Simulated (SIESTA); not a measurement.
The system is BaTiO3.

```xyz
5
Lattice="3.9998 0.0000 0.0000 0.0000 3.9998 0.0000 0.0000 0.0000 4.0180" Properties=species:S:1:pos:R:3 pbc="T T T"
Ba    0.0000    0.0000    0.0000
Ti    1.9999    1.9999    1.9688
O     0.0000    1.9999    2.0773
O     1.9999    0.0000    2.0773
O     1.9999    1.9999    0.0763
```

```yaml
Program: SIESTA 5.4.2
Task: relaxation of cell and atoms
Functional: BLYP
Potentials_or_basis: PseudoDojo 0.4 standard (PBE files)
Basis: DZP (energy shift 0.003 Ry; two zetas on semicore shells; d shell added on Ba)
Grid_cutoff: 800 Ry
Energy_shift: 0.003 Ry
k_mesh: 7 × 7 × 7
Occupations: fermi-dirac, width 0.05 eV
Spin: no spin polarisation
```

At the start: pressure 10.8 GPa; volume 12.86 Å³/atom.

Q: Where does the relaxation end?

A: Over 18 steps the energy falls by 38.5 meV/atom and the volume is 14.11 Å³/atom (+9.8 %); space group P4mm (No. 99, to 0.05 Å).

The path:
```csv
step,energy change (eV),largest force (eV/Å),pressure (GPa),volume (Å³)
1,0.0000,0.1395,10.77,64.28
2,-0.0309,0.1557,9.38,64.76
3,-0.1451,0.3068,0.59,68.37
4,-0.1496,0.3097,-0.14,68.82
5,-0.1573,0.1907,-1.09,69.62
6,-0.1609,0.1293,-0.81,69.74
7,-0.1641,0.1248,-0.04,69.52
8,-0.1674,0.1651,0.63,69.22
9,-0.1721,0.1798,1.18,69.03
10,-0.1782,0.1484,1.27,69.16
11,-0.1845,0.1101,0.66,69.71
12,-0.1876,0.1076,-0.06,70.28
13,-0.1890,0.0990,-0.45,70.66
14,-0.1904,0.0905,-0.60,70.88
15,-0.1917,0.0699,-0.43,70.96
16,-0.1922,0.0636,-0.18,70.80
17,-0.1925,0.0515,0.08,70.64
18,-0.1926,0.0280,0.12,70.56
```

Final structure:
```
Ba Ti O
1.0
     4.03859    0.00000    0.00000
     0.00000    4.03859    0.00000
     0.00000    0.00000    4.32632
Ba Ti O
1 1 3
Direct
  0.00000 0.00000 0.98587
  0.50000 0.50000 0.46829
  0.00000 0.50000 0.52091
  0.50000 0.00000 0.52091
  0.50000 0.50000 0.04743
```

Caveat: this set's barium file shifts pressures by up to 1 GPa against other sets; the potentials were made for another functional, which shifts forces and pressure; the basis of atomic orbitals isn't converged, which shifts pressures, moduli and gaps.
